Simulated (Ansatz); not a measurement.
AlCo3:

```xyz
4
Lattice="3.5749 0.0000 0.0000 0.0000 3.5749 0.0000 0.0000 0.0000 3.5749" Properties=species:S:1:pos:R:3 pbc="T T T"
Co    0.0000    1.7875    1.7875
Co    1.7875    0.0000    1.7875
Co    1.7875    1.7875    0.0000
Al    0.0000    0.0000    0.0000
```

The cell comes from a database or a generator and needn't be the stable form of this composition.

Base run:

| Property | Result |
| --- | --- |
| Program | Ansatz 0.2.0 |
| Functional | PBEsol |
| Potentials or basis | Ansatz PAW |
| Cutoff | 420 eV (not typed: the program's choice for these potentials) |
| k mesh | 6 × 6 × 6 |
| Occupations | fermi-dirac, width 0.05 eV |
| Spin | collinear spin, ferromagnetic start |
| Starting moments | [3.0, 3.0, 3.0, 0.0] μB |
| Fixed moment | 9 μB |

Its results: pressure 27.7 GPa; site moments Co +2.64; Al +0.30 μB.

Q: The run is repeated on the same cell with these changes: fixed moment from 9 μB to 1.5 μB; moments at the start from [3.0, 3.0, 3.0, 0.0] to [0.5, 0.5, 0.5, 0.0]. What comes out?

A: Pressure -12.9 GPa; site moments Co +0.53; Al -0.03 μB.

Caveats: the total moment is fixed, so each spin has its own Fermi level; the PAW data sets come from PBE, with cores solved anew for the run's functional, which leaves a small shift of forces and pressure; the thresholds are loose for stress.
